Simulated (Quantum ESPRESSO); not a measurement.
# NaI (Fm-3m) in Quantum ESPRESSO: a series of runs, part 3 of 3

Quantum ESPRESSO 7.5.

### 5 Dielectric tensor, AM05

Contents of pw.in:

```
&CONTROL
  calculation = 'scf'
  prefix = 'pwscf'
  outdir = './tmp'
  pseudo_dir = './pseudo'
  tprnfor = .true.
  tstress = .true.
  disk_io = 'low'
/
&SYSTEM
  ibrav = 0
  nat = 2
  ntyp = 2
  ecutwfc = 45
  ecutrho = 360
  nbnd = 14
  input_dft = 'XC-000I-000I-120L-135L-000I-000I'
  occupations = 'smearing'
  smearing = 'fd'
  degauss = 0.00367493
/
&ELECTRONS
  conv_thr = 4d-10
  electron_maxstep = 120
  mixing_beta = 0.5
/
ATOMIC_SPECIES
I    126.9045 i_pbe_v1.uspp.F.UPF
Na    22.9898 na_pbe_v1.5.uspp.F.UPF
CELL_PARAMETERS angstrom
   0.0000000000    3.2364000000    3.2364000000
   3.2364000000    0.0000000000    3.2364000000
   3.2364000000    3.2364000000    0.0000000000
ATOMIC_POSITIONS crystal
I      0.5000000000    0.5000000000    0.5000000000
Na     0.0000000000    0.0000000000    0.0000000000
K_POINTS automatic
6 6 6 1 1 1
```

Contents of scf2.in:

```
&CONTROL
  calculation = 'scf'
  prefix = 'pwscf'
  outdir = './tmp'
  pseudo_dir = './pseudo'
  tprnfor = .true.
  tstress = .true.
  disk_io = 'low'
/
&SYSTEM
  ibrav = 0
  nat = 2
  ntyp = 2
  ecutwfc = 45
  ecutrho = 360
  nbnd = 14
  input_dft = 'XC-000I-000I-120L-135L-000I-000I'
  occupations = 'fixed'
/
&ELECTRONS
  conv_thr = 1d-13
  electron_maxstep = 120
  mixing_beta = 0.5
  startingpot = 'file'
  startingwfc = 'file'
/
ATOMIC_SPECIES
I    126.9045 i_pbe_v1.uspp.F.UPF
Na    22.9898 na_pbe_v1.5.uspp.F.UPF
CELL_PARAMETERS angstrom
   0.0000000000    3.2364000000    3.2364000000
   3.2364000000    0.0000000000    3.2364000000
   3.2364000000    3.2364000000    0.0000000000
ATOMIC_POSITIONS crystal
I      0.5000000000    0.5000000000    0.5000000000
Na     0.0000000000    0.0000000000    0.0000000000
K_POINTS automatic
6 6 6 1 1 1
```

Contents of ph.in:

```
dielectric of NaI
&INPUTPH
  prefix = 'pwscf'
  outdir = './tmp'
  tr2_ph = 1d-18
  fildyn = 'dyn'
  niter_ph = 90
  alpha_mix(1) = 0.7
  epsil = .true.
  trans = .false.
  zeu = .true.
/
0.0000000000 0.0000000000 0.0000000000
```

Potentials or basis: GBRV 1.5 PBE.

Run with:

```bash
$ OMP_NUM_THREADS=1 pw.x -in pw.in > pw.out
$ OMP_NUM_THREADS=1 pw.x -in scf2.in > scf2.out
$ OMP_NUM_THREADS=1 ph.x -in ph.in > ph.out
```

pw.out:

```text
This program is part of the open-source Quantum ESPRESSO suite
     for quantum simulation of materials; please cite
         "P. Giannozzi et al., J. Phys.:Condens. Matter 21 395502 (2009);
         "P. Giannozzi et al., J. Phys.:Condens. Matter 29 465901 (2017);
         "P. Giannozzi et al., J. Chem. Phys. 152 154105 (2020);
     in publications or presentations arising from this work. More details at

     IMPORTANT: XC functional enforced from input :
     Exchange-correlation= XC-000I-000I-120L-135L-000I-000I
                           (   0   0 120 135   0   0   0)
     Any further DFT definition will be discarded
     Please, verify this is what you really want

     Message from routine setup:
     using ibrav=0 with symmetry is DISCOURAGED, use correct ibrav instead

     G-vector sticks info
     --------------------
     sticks:   dense  smooth     PW     G-vecs:    dense   smooth      PW
     Sum        1867     925    283                52873    18643    3143

     Using Slab Decomposition

     bravais-lattice index     =            0
     lattice parameter (alat)  =       8.6492  a.u.
     unit-cell volume          =     457.5233 (a.u.)^3
     number of atoms/cell      =            2
     number of atomic types    =            2
     number of electrons       =        16.00
     number of Kohn-Sham states=           14
     kinetic-energy cutoff     =      45.0000  Ry
     charge density cutoff     =     360.0000  Ry
     scf convergence threshold =      4.0E-10
[... 108 lines left out ...]

     Self-consistent Calculation

     iteration #  1     ecut=    45.00 Ry     beta= 0.50
     Davidson diagonalization with overlap
     ethr =  1.00E-02,  avg # of iterations =  7.6

     Threshold (ethr) on eigenvalues was too large:
     Diagonalizing with lowered threshold

     Davidson diagonalization with overlap
     ethr =  1.44E-04,  avg # of iterations =  4.2

     total energy              =    -160.23386813 Ry
     estimated scf accuracy    <       0.02253439 Ry
[... 43 lines left out ...]
     iteration #  8     ecut=    45.00 Ry     beta= 0.50
     Davidson diagonalization with overlap
     ethr =  1.60E-11,  avg # of iterations =  3.8

     End of self-consistent calculation

          k = 0.0589 0.0589 0.0589 (  2331 PWs)   bands (ev):

   -48.6185 -20.5315 -20.5311 -20.5311  -9.2910   1.5178   1.7207   1.7207
     5.6515   9.5021   9.7925   9.7925  11.3193  11.3193
[... 73 lines left out ...]
   -48.6184 -20.5350 -20.5329 -20.5327  -8.9298  -0.1123   0.9200   1.0270
     6.4536   7.4617  11.2354  12.3015  12.8045  14.1215

          k =-0.5303 0.1768-0.0589 (  2340 PWs)   bands (ev):

   -48.6184 -20.5348 -20.5329 -20.5323  -8.9674   0.0162   0.8648   1.1170
     7.1506   8.1069   9.5923  11.1662  12.4088  14.3247

          k =-0.4125 0.0589 0.0589 (  2334 PWs)   bands (ev):
[... 51 lines left out ...]
   -48.6184 -20.5359 -20.5323 -20.5316  -8.9760  -0.2536   1.0016   1.3773
     7.4998   8.4783   9.6979  10.3280  12.7276  12.9440

     the Fermi energy is     2.8353 ev

!    total energy              =    -160.23782864 Ry
     estimated scf accuracy    <          2.1E-10 Ry
     smearing contrib. (-TS)   =      -0.00000000 Ry
     internal energy E=F+TS    =    -160.23782864 Ry

     The total energy is F=E-TS. E is the sum of the following terms:
     one-electron contribution =     -85.24909486 Ry
     hartree contribution      =      46.82150336 Ry
     xc contribution           =     -61.85689762 Ry
     ewald contribution        =     -59.95333953 Ry

     convergence has been achieved in   8 iterations

     Forces acting on atoms (cartesian axes, Ry/au):

     atom    1 type  1   force =     0.00000000    0.00000000    0.00000000
     atom    2 type  2   force =     0.00000000    0.00000000   -0.00000000

     Total force =     0.000000     Total SCF correction =     0.000000

     Computing stress (Cartesian axis) and pressure

          total   stress  (Ry/bohr**3)                   (kbar)     P=        2.51
   0.00001707  -0.00000000   0.00000000            2.51       -0.00        0.00
  -0.00000000   0.00001707   0.00000000           -0.00        2.51        0.00
   0.00000000   0.00000000   0.00001707            0.00        0.00        2.51

=------------------------------------------------------------------------------=
   JOB DONE.
=------------------------------------------------------------------------------=
```

scf2.out:

```text
This program is part of the open-source Quantum ESPRESSO suite
     for quantum simulation of materials; please cite
         "P. Giannozzi et al., J. Phys.:Condens. Matter 21 395502 (2009);
         "P. Giannozzi et al., J. Phys.:Condens. Matter 29 465901 (2017);
         "P. Giannozzi et al., J. Chem. Phys. 152 154105 (2020);
[... 328 lines left out ...]
  -0.00000000   0.00001684   0.00000000           -0.00        2.48        0.00
   0.00000000   0.00000000   0.00001684            0.00        0.00        2.48

=------------------------------------------------------------------------------=
   JOB DONE.
=------------------------------------------------------------------------------=
```

Run time: 2.9 min. Hardware: 1 thread of Intel Xeon Platinum 8488C (Sapphire Rapids), shared host; peak memory 0.23 GiB.

Results:

| Item | Value |
| --- | --- |
| Free energy | -2180.1467 eV |
| Pressure | 0.2 GPa |
| Electronic dielectric tensor (diagonal) | 3.36 |
| Born charges (mean of the diagonal) | I -1.20; Na +1.20 e |

Electronic dielectric tensor:
```
3.36 0.00 0.00
0.00 3.36 0.00
0.00 0.00 3.36
```

Born effective charge tensors (e):
atom 1, I
```
-1.20  0.00  0.00
 0.00 -1.20  0.00
 0.00  0.00 -1.20
```
atom 2, Na
```
1.20 0.00 0.00
0.00 1.20 0.00
0.00 0.00 1.20
```

Caveat: the potentials were made for another functional, which shifts forces and pressure. Spin-orbit coupling is left out, which matters for the levels of I.

### 6 Overview

```tsv
level	potentials or basis	pressure (GPa)
PBEsol	GBRV 1.5 PBEsol	-0.5
WC	GBRV 1.5 PBE	-0.4
BLYP	GBRV 1.5 PBE	1.4
AM05	GBRV 1.5 PBE	0.2
```

Alike in all rows: task dielectric tensor; no spin polarisation; cell as given; k mesh 6 × 6 × 6, shifted; cutoff (eV) 612; smearing fermi-dirac 0.05 eV.

Caveats: the potentials were made for another functional, which shifts forces and pressure (some runs).

Total energies depend on the potentials used, so only differences within one code and one set of settings carry meaning.

### 7 Against experiment

Step 2. Against the measured high-frequency dielectric constant of NaI, 3.01 (a printed reference work, monograph), the calculated 3.42 is off by +13.7 %.

Step 3. Measured high-frequency dielectric constant of NaI: 3.01 (a printed reference work, monograph). This calculation gives 3.42 (+13.6 %).

Step 4. A measured high-frequency dielectric constant of NaI is 3.01 (a printed reference work, monograph); the calculated 3.29 misses it by +9.4 %.

Step 5. Measured high-frequency dielectric constant of NaI: 3.01 (a printed reference work, monograph). This calculation gives 3.36 (+11.6 %).
